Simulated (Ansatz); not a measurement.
# Ni (P6_3/mmc) in Ansatz: further runs

The runs below take Ni through single point, with PBEsol.

Program: Ansatz 0.2.0. These are calculated values, not measurements. Logs are shortened: lines on timing, memory, paths and dates and some standing lists are left out, and cuts for length are marked.

## 1. Starting point

The structure is hexagonal, space group P6_3/mmc (No. 194). The conventional cell has a = 2.448 Å, b = 2.448 Å, c = 4.073 Å, α = 90.00°, β = 90.00°, γ = 120.00°. Around Ni (site symmetry -6m2) lie 12 Ni at 2.45 to 2.48 Å.

This isn't the form of Ni at room conditions, which is fcc.

## 2. Single point, PBEsol, collinear spin, ferromagnetic start, 9.93 Å³/atom (volume scaled by 0.94)

Input file input.yaml:

```yaml
crystal:
  lattice:
    - [2.3980492245, 0.0, 0.0]
    - [-1.1990246123, 2.076771548, 0.0]
    - [0.0, 0.0, 3.989665719]
  atoms:
    - { symbol: Ni, position: [0.6666666667, 0.3333333333, 0.75], spin: 1.0 }
    - { symbol: Ni, position: [0.3333333333, 0.6666666667, 0.25], spin: 1.0 }
kpoints:
  mp_grid: { grid: [12, 12, 7] }
scf:
  occupations: { method: fermi_dirac, width: 0.05 }
hamiltonian:
  xc: pbesol
  pseudopotentials: { kind: all_electron, lapw: { basis_error: 0.0005 } }
magnetization:
  spin_polarized: true
output:
  forces: true
  stress: true
  eigenvalues: true
```

Potentials or basis: all-electron LAPW, scalar-relativistic.

Launch:

```bash
ansatz run input.yaml --threads 2 --pin off --max-ram 6144MiB --backend cpu --events-out ev --progress --plain --runs-dir out
```

Log:

```text
Warning: RAYON_NUM_THREADS=2 ignored (pool sized by the plan → 2); use --threads N
LAPW: plane waves up to 9.778 Å⁻¹, error target 5.0e-4 eV per atom; small_component_spin mean_spin; Ni in spheres of 1.199 Å, 18 of its electrons in bands, Dirac shells [] (how accurate: hamiltonian.pseudopotentials.lapw.basis_error, Limitations)
Engine: ansatz 0.2.0, x86_64-unknown-linux-gnu
Pseudopotentials: kind: all_electron
Pseudopotential: Ni, LAPW, valence charge 18, lapw/all_electron/scalar/gaussian/Ni, Koelling and Harmon's equation, gaussian nucleus
Functional definition: PBEsol
  exchange = pbesol_x
  correlation = pbesol_c
Crystal: 2 atoms, lattice volume = 19.869 Å³
Basis set: ecut = 364.3007734731991 eV, 313 PW (Γ), exchange–correlation at level 2
Bands: 23, of which v1, the nominal top of the filled ones, is band 18 counted from 1 (17 counted from 0)
Symmetry: 24 space group operations
Space group: P63/mmc (ITA 194), of the structure as read, at distance tolerance 2.7e-5 Å
Magnetic group: BNS 194.263 (UNI 1493), of the structure as read, at distance tolerance 2.7e-5 Å
k-points: 76 of 1008
Non-local potential: Ni, projectors of the file, none
Initial density: superposition of atomic densities (chi_scale 0.1, normalization cell)
Starting moments: Σ|m| = 2 μB on 2 of 2 sites
Initial wavefunctions: plane waves of lowest kinetic energy (no species holds an atomic orbital)
Functional: x = pbesol(κ = 0.804, μ = 0.12345679012345678), c = pbesol(β = 0.046)
iter 1 solved again at ethr=2.21e-5 eV; its pass at ethr=1.00e-1 eV (dr2=7.97e-3 eV) is discarded
SCF iter   1: F=—  HF=-82696.145572 eV  |F-HF|=—  |Δ(HF+E_count)|=         —  Δρ=1.83e-2 (↑1.79e-2 ↓1.83e-2)  dr2=7.94e-3  dr2_m=5.71e-2  M=1.332 μB ∫|m|=1.407 μB  β_m=0.30  ethr=2.21e-5  ⟨swp⟩=3.5  Hψ=27487  notcnv=0
Mixer restart at iter 1: flushing history
preconditioner: auto → none  [metal: Δε(μ)=0.002 eV  Ē_g=10.949 eV  σ=0.050 eV  W_gap=0.01  n_scr=2 (ndim 8)  ℏωp=37.3 eV  f_vac=0.000  D(μ)=4.04/eV (n_scr^D=72)  sad-step TF]
SCF iter   2: F=—  HF=-82696.157432 eV  |F-HF|=—  |Δ(HF+E_count)|=   1.19e-2  Δρ=1.38e-2 (↑1.33e-2 ↓1.38e-2)  dr2=5.44e-3  dr2_m=3.19e-2  M=1.300 μB ∫|m|=1.391 μB  β_m=0.65  ethr=2.21e-5  ⟨swp⟩=2.0  Hψ=9843  notcnv=0
SCF iter   3: F=—  HF=-82696.183946 eV  |F-HF|=—  |Δ(HF+E_count)|=   2.65e-2  Δρ=2.42e-3 (↑1.49e-3 ↓2.42e-3)  dr2=1.06e-3  dr2_m=1.27e-4  M=1.249 μB ∫|m|=1.390 μB  β_m=0.46  ethr=1.51e-5  ⟨swp⟩=3.0  Hψ=11590  notcnv=0
iter 4 solved again at ethr=2.13e-7 eV; its pass at ethr=2.95e-6 eV (dr2=7.68e-5 eV) is discarded
SCF iter   4: F=—  HF=-82696.169029 eV  |F-HF|=—  |Δ(HF+E_count)|=   1.49e-2  Δρ=4.64e-4 (↑3.75e-4 ↓4.64e-4)  dr2=7.68e-5  dr2_m=9.38e-6  M=1.235 μB ∫|m|=1.377 μB  β_m=0.68  ethr=2.13e-7  ⟨swp⟩=2.0  Hψ=18215  notcnv=0
SCF iter   5: F=—  HF=-82696.169036 eV  |F-HF|=—  |Δ(HF+E_count)|=         —  Δρ=1.72e-4 (↑1.20e-4 ↓1.72e-4)  dr2=6.76e-6  dr2_m=1.61e-6  M=1.237 μB ∫|m|=1.381 μB  β_m=0.84  ethr=2.13e-7  ⟨swp⟩=2.0  Hψ=9843  notcnv=0
the basis was enlarged: its passes take 582.4 KiB over the memory plan, 2 of 2 planned eigensolver slots
SCF iter   6: F=—  HF=-82696.169061 eV  |F-HF|=—  |Δ(HF+E_count)|=   2.50e-5  Δρ=3.01e-5 (↑2.14e-5 ↓3.01e-5)  dr2=2.36e-8  dr2_m=1.12e-7  M=1.238 μB ∫|m|=1.383 μB  β_m=0.92  ethr=1.88e-8  ⟨swp⟩=2.7  Hψ=10124  notcnv=0
SCF iter   7: F=—  HF=-82696.169063 eV  |F-HF|=—  |Δ(HF+E_count)|=   1.84e-6  Δρ=5.71e-6 (↑4.31e-6 ↓5.71e-6)  dr2=8.68e-9  dr2_m=1.71e-9  M=1.238 μB ∫|m|=1.384 μB  β_m=0.84  ethr=6.56e-11  ⟨swp⟩=3.1  Hψ=11460  notcnv=0
SCF iter   8: F=—  HF=-82696.169063 eV  |F-HF|=—  |Δ(HF+E_count)|=   2.77e-8  Δρ=7.57e-7 (↑7.57e-7 ↓7.17e-7)  dr2=1.40e-10  dr2_m=3.99e-11  M=1.238 μB ∫|m|=1.384 μB  β_m=0.92  ethr=2.41e-11  ⟨swp⟩=3.0  Hψ=10179  notcnv=0
SCF iter   9: F=-82696.169063 eV  HF=-82696.169063 eV  |F-HF|=1.02e-10  |Δ(HF+E_count)|=   1.53e-9  Δρ=3.03e-7 (↑1.79e-7 ↓3.03e-7)  dr2=2.85e-11  dr2_m=3.27e-12  M=1.238 μB ∫|m|=1.384 μB  ethr=1.27e-12 (applied; sched 1.00e-12)  ⟨swp⟩=2.1  Hψ=9862  notcnv=0
SCF 1 converged in 9 iterations: F = -82696.169063 eV  dr2 = 2.85e-11
SCF converged after 9 iterations
Magnetization: 1.2383 μB (18.6191 up, 17.3809 down)
Absolute magnetization: 1.3844 μB (∫|ρ↑−ρ↓|)
Spin contamination: 0.0103 ħ² per cell (⟨S²⟩ above its minimum at these occupations)
Per-site moments (μB) at R_I (Å): [(0.6410877661311698, 1.1990245943997155), (0.6410877661311698, 1.1990245943997155)]
Free energy (F): -82696.169063 eV
Harris-Foulkes:  -82696.169063 eV  (|F-HF|=1.02e-10)
Internal energy: -82696.135836 eV  (E = F + TS)
E sigma→0 (E₀):  -82696.152449 eV
Entropy (-TS):   -0.033226 eV (-16.613 meV/atom)
Fermi energy:    20.321597 eV
--- Per-component energies (eV) ---
  E_band       = -496.417392
  E_kinetic    = 84015.816193
  E_xc         = -3392.118984
  E_electrostatic = -163319.833046  (all electrons and nuclei)
  E_smearing   = -0.033226  (= −TS)
  E_closure    = 0.000000  (closes the sum)
  E_atoms      = -82680.690889  (free atoms, spherical and without spin; not in F)
  Σ components = -82696.169063   (vs F -82696.169063, Δ=0.00e0)
  Basis errors (estimates in eV, not in F): energy 1.2e-4 per atom: plane waves 1.0e-4 (5.2e-5 summed), levels above the bands 6.4e-89, relativity 5.3e-9, radial functions 1.9e-5, core shells 6.1e-10; eigenvalues (radial functions only) 4.9e-7; not estimated: angular momenta, meshes, grids; target (lapw.basis_error) 5.0e-4; muffin-tin radii Ni 1.199 Å
--- Forces (eV/Å), atoms counted from 1 ---
  atom   1  Ni     0.00000000    -0.00000000     0.00000000
  atom   2  Ni     0.00000000     0.00000000     0.00000000
  max |Σ_I F_I| component: 4.63e-18 eV/Å
--- Stress (GPa, compression-positive) ---
       13.765489       0.000000       0.000000
        0.000000      13.765489       0.000000
        0.000000       0.000000       9.050242
  P = ⅓ Tr σ = 12.1937 GPa (121.937 kbar)
--- Band table (eV; the first three rows and the last of 152) ---
  k-point 0 ↑: bands = ["-83.2045", "-83.1570", "-43.8256", "-43.6079", "-43.6079", "-43.5689", "-43.5689", "-43.5325", "10.4791", "14.8402", "17.5346", "17.7107", "17.7107", "18.0074", "18.0074", "18.5711", "18.5711", "19.4805", "19.6101", "19.6101", "26.2957", "43.6312", "46.0133"]
  k-point 1 ↑: bands = ["-83.2022", "-83.1594", "-43.8113", "-43.6060", "-43.6060", "-43.5708", "-43.5708", "-43.5472", "10.6871", "14.7407", "17.4837", "17.6778", "17.6778", "17.9615", "17.9615", "18.6724", "18.6724", "18.7985", "19.5929", "19.5929", "27.4503", "43.4020", "44.2983"]
  k-point 2 ↑: bands = ["-83.1956", "-83.1660", "-43.7710", "-43.6006", "-43.6006", "-43.5882", "-43.5762", "-43.5762", "11.2942", "14.2984", "17.3540", "17.6359", "17.6359", "17.7423", "17.8499", "17.8499", "18.9049", "18.9049", "19.5253", "19.5253", "30.0526", "40.4425", "43.8641"]
  k-point 75 ↓: bands = ["-82.3264", "-82.3264", "-43.0146", "-43.0146", "-42.9784", "-42.9594", "-42.8206", "-42.8206", "16.8446", "16.9039", "16.9039", "16.9424", "17.7345", "17.7345", "18.9928", "19.2337", "20.3762", "20.3762", "26.3940", "26.3940", "27.4435", "28.7631", "30.5125"]
```

Wall time 25 s (2 threads of Intel Xeon Platinum 8259CL at 2.50GHz (Skylake/Cascade Lake), shared host); peak memory 0.63 GiB.

What came out:

| Quantity | Value |
| --- | --- |
| Free energy | -82696.1691 eV |
| Pressure | 12.2 GPa |
| Band gap on the k mesh | none (metal or under the smearing width) |
| Net moment | 1.24 μB per cell |
| Absolute moment | 1.38 μB per cell |
| Site moments | Ni +0.64 μB |

## 3. Single point, PBEsol, collinear spin, ferromagnetic start, 10.15 Å³/atom (volume scaled by 0.96)

Changes to input.yaml since step 2:

```diff
@@ -2,5 +2,5 @@
   lattice:
-    - [2.3980492245, 0.0, 0.0]
-    - [-1.1990246123, 2.076771548, 0.0]
-    - [0.0, 0.0, 3.989665719]
+    - [2.4149374515, 0.0, 0.0]
+    - [-1.2074687258, 2.0913971816, 0.0]
+    - [0.0, 0.0, 4.0177628822]
   atoms:
```

Potentials or basis: all-electron LAPW, scalar-relativistic.

Launch:

```bash
ansatz run input.yaml --threads 2 --pin off --max-ram 6144MiB --backend cpu --events-out ev --progress --plain --runs-dir out
```

It took 24 s on 2 threads of Intel Xeon Platinum 8259CL at 2.50GHz (Skylake/Cascade Lake), shared host; peak memory 0.6 GiB.

Results (log left out):

* Free energy: -82696.1936 eV
* Pressure: 6.5 GPa
* Band gap on the k mesh: none (metal or under the smearing width)
* Net moment: 1.26 μB per cell
* Absolute moment: 1.41 μB per cell
* Site moments: Ni +0.65 μB

## 4. Single point, PBEsol, collinear spin, ferromagnetic start, 10.36 Å³/atom (volume scaled by 0.98)

Changes to input.yaml since step 3:

```diff
@@ -2,5 +2,5 @@
   lattice:
-    - [2.4149374515, 0.0, 0.0]
-    - [-1.2074687258, 2.0913971816, 0.0]
-    - [0.0, 0.0, 4.0177628822]
+    - [2.4315927189, 0.0, 0.0]
+    - [-1.2157963594, 2.1058210663, 0.0]
+    - [0.0, 0.0, 4.0454724674]
   atoms:
```

Launch:

```bash
ansatz run input.yaml --threads 2 --pin off --max-ram 6144MiB --backend cpu --events-out ev --progress --plain --runs-dir out
```

Run time: 25 s. Hardware: 2 threads of Intel Xeon Platinum 8259CL at 2.50GHz (Skylake/Cascade Lake), shared host; peak memory 0.6 GiB.

The run converged. Its results:

```
Free energy            : -82696.2040 eV
Pressure               : 1.5 GPa
Band gap on the k mesh : none (metal or under the smearing width)
Net moment             : 1.28 μB per cell
Absolute moment        : 1.44 μB per cell
Site moments           : Ni +0.67 μB
```

## 5. Single point, PBEsol, collinear spin, ferromagnetic start, 10.57 Å³/atom

Changes to input.yaml since step 4:

```diff
@@ -2,5 +2,5 @@
   lattice:
-    - [2.4315927189, 0.0, 0.0]
-    - [-1.2157963594, 2.1058210663, 0.0]
-    - [0.0, 0.0, 4.0454724674]
+    - [2.4480228978, 0.0, 0.0]
+    - [-1.2240114489, 2.1200500186, 0.0]
+    - [0.0, 0.0, 4.07280757]
   atoms:
```

Launch:

```bash
ansatz run input.yaml --threads 2 --pin off --max-ram 6144MiB --backend cpu --events-out ev --progress --plain --runs-dir out
```

Run time: 25 s. Hardware: 2 threads of Intel Xeon Platinum 8259CL at 2.50GHz (Skylake/Cascade Lake), shared host; peak memory 0.61 GiB.

It converged, with:

```
Free energy            : -82696.2017 eV
Pressure               : -3.0 GPa
Band gap on the k mesh : none (metal or under the smearing width)
Net moment             : 1.30 μB per cell
Absolute moment        : 1.46 μB per cell
Site moments           : Ni +0.68 μB
```

## 6. Single point, PBEsol, collinear spin, ferromagnetic start, 10.78 Å³/atom (volume scaled by 1.02)

Changes to input.yaml since step 5:

```diff
@@ -2,5 +2,5 @@
   lattice:
-    - [2.4480228978, 0.0, 0.0]
-    - [-1.2240114489, 2.1200500186, 0.0]
-    - [0.0, 0.0, 4.07280757]
+    - [2.4642354424, 0.0, 0.0]
+    - [-1.2321177212, 2.1340904941, 0.0]
+    - [0.0, 0.0, 4.0997805916]
   atoms:
```

Potentials or basis: all-electron LAPW, scalar-relativistic.

Launch:

```bash
ansatz run input.yaml --threads 2 --pin off --max-ram 6144MiB --backend cpu --events-out ev --progress --plain --runs-dir out
```

Wall time 23 s (2 threads of Intel Xeon Platinum 8259CL at 2.50GHz (Skylake/Cascade Lake), shared host); peak memory 0.61 GiB.

It converged, with:

| Property | Result |
| --- | --- |
| Free energy | -82696.1883 eV |
| Pressure | -7.0 GPa |
| Band gap on the k mesh | none (metal or under the smearing width) |
| Net moment | 1.32 μB per cell |
| Absolute moment | 1.49 μB per cell |
| Site moments | Ni +0.68 μB |

## 7. Single point, PBEsol, collinear spin, ferromagnetic start, 10.99 Å³/atom (volume scaled by 1.04)

Changes to input.yaml since step 6:

```diff
@@ -2,5 +2,5 @@
   lattice:
-    - [2.4642354424, 0.0, 0.0]
-    - [-1.2321177212, 2.1340904941, 0.0]
-    - [0.0, 0.0, 4.0997805916]
+    - [2.4802374197, 0.0, 0.0]
+    - [-1.2401187098, 2.1479486129, 0.0]
+    - [0.0, 0.0, 4.1264032895]
   atoms:
```

Launch:

```bash
ansatz run input.yaml --threads 2 --pin off --max-ram 6144MiB --backend cpu --events-out ev --progress --plain --runs-dir out
```

Wall time 24 s (2 threads of Intel Xeon Platinum 8259CL at 2.50GHz (Skylake/Cascade Lake), shared host); peak memory 0.61 GiB.

It converged, with:

- Free energy: -82696.1650 eV
- Pressure: -10.6 GPa
- Band gap on the k mesh: none (metal or under the smearing width)
- Net moment: 1.34 μB per cell
- Absolute moment: 1.51 μB per cell
- Site moments: Ni +0.69 μB

## 8. Single point, PBEsol, collinear spin, ferromagnetic start, 11.20 Å³/atom (volume scaled by 1.06)

Changes to input.yaml since step 7:

```diff
@@ -2,5 +2,5 @@
   lattice:
-    - [2.4802374197, 0.0, 0.0]
-    - [-1.2401187098, 2.1479486129, 0.0]
-    - [0.0, 0.0, 4.1264032895]
+    - [2.4960355362, 0.0, 0.0]
+    - [-1.2480177681, 2.1616301831, 0.0]
+    - [0.0, 0.0, 4.1526868216]
   atoms:
```

Launch:

```bash
ansatz run input.yaml --threads 2 --pin off --max-ram 6144MiB --backend cpu --events-out ev --progress --plain --runs-dir out
```

Wall time 22 s (2 threads of Intel Xeon Platinum 8259CL at 2.50GHz (Skylake/Cascade Lake), shared host); peak memory 0.6 GiB.

Results (log left out):

| Item | Value |
| --- | --- |
| Free energy | -82696.1328 eV |
| Pressure | -13.7 GPa |
| Band gap on the k mesh | none (metal or under the smearing width) |
| Net moment | 1.35 μB per cell |
| Absolute moment | 1.52 μB per cell |
| Site moments | Ni +0.70 μB |
